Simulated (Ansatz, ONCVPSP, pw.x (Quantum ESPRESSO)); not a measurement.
## From atom to crystal: ONCV potential for zirconium

```json
{
 "Element": "Zr",
 "Generator": "ONCVPSP 4.0.1.1 (patched build)",
 "Type": "optimised norm-conserving Vanderbilt (ONCV)",
 "Functional": "LDA (Perdew-Wang 92)",
 "Relativity": "scalar-relativistic",
 "Frozen core": "[Ar] 3d10",
 "Valence charge": "12",
 "Reference configuration": "4s2 4p6 4d2 5s2",
 "Partial waves": "4s+5s: rc 1.85 bohr, ncon 4, nbas 7, qcut 6.5 1/bohr, 2 projectors; 4p: rc 2.05 bohr, ncon 4, nbas 7, qcut 5.6 1/bohr, 2 projectors, debl 3.4 Ha; 4d: rc 2.50 bohr, ncon 5, nbas 9, qcut 5.5 1/bohr, 2 projectors, debl 3.7 Ha",
 "Local potential": "polynomial inside 1.70 bohr (lpopt 5, dvloc0 0 Ha)",
 "Core correction": "none"
}
```

Crystal test: bcc Zr in pw.x 7.5, no spin, 13³ k-points, Fermi–Dirac smearing 0.01 Ry, cutoffs 45/180 Ry. The reference is all-electron LAPW (Ansatz 0.2.0) with the same functional, mesh and smearing; V0 and B0 come from Birch–Murnaghan fits to the pressures at five volumes. Errors are pseudo minus all-electron; Δ is the rms difference of the E(V) curves that follow from these fits, minima aligned, over ±6 % about the mean V0. Mesh and smearing are coarse, so the numbers serve the comparison and aren't converged zero-temperature values; the lattice is a test structure that the element need not adopt.

All-electron: a0 = 3.490 Å (V0 = 21.25 Å³/atom), B0 = 97.9 GPa.

**Question.** How far does the potential miss the all-electron equation of state?

**Answer.** mean pressure error (GPa): -0.39; a0 (Å): 3.485; a0 error (%): -0.13; B0 error (%): -0.1; Δ (meV/atom): 1.8.

| V (Å³/atom) | P all-electron (GPa) | P pseudo (GPa) |
| --- | --- | --- |
| 20.279 | 4.95 | 4.49 |
| 20.812 | 2.12 | 1.70 |
| 21.346 | -0.43 | -0.82 |
| 21.880 | -2.72 | -3.08 |
| 22.413 | -4.78 | -5.10 |

**Question.** At the middle volume, how do free energy and pressure move when the wave cutoff is lowered (ecutrho kept at four times it)?

**Answer.**

```tsv
cutoff (Ry)	shift of F (meV/atom)	shift of P (GPa)
20	+1580.5	-42.86
27	+211.6	-8.37
36	+10.0	-0.52
```

The run at the middle volume (84 k-points, 7 iterations) took about 13 s on one core of a shared host (Neoverse-N1, 64 threads, 124 GiB, load 59).
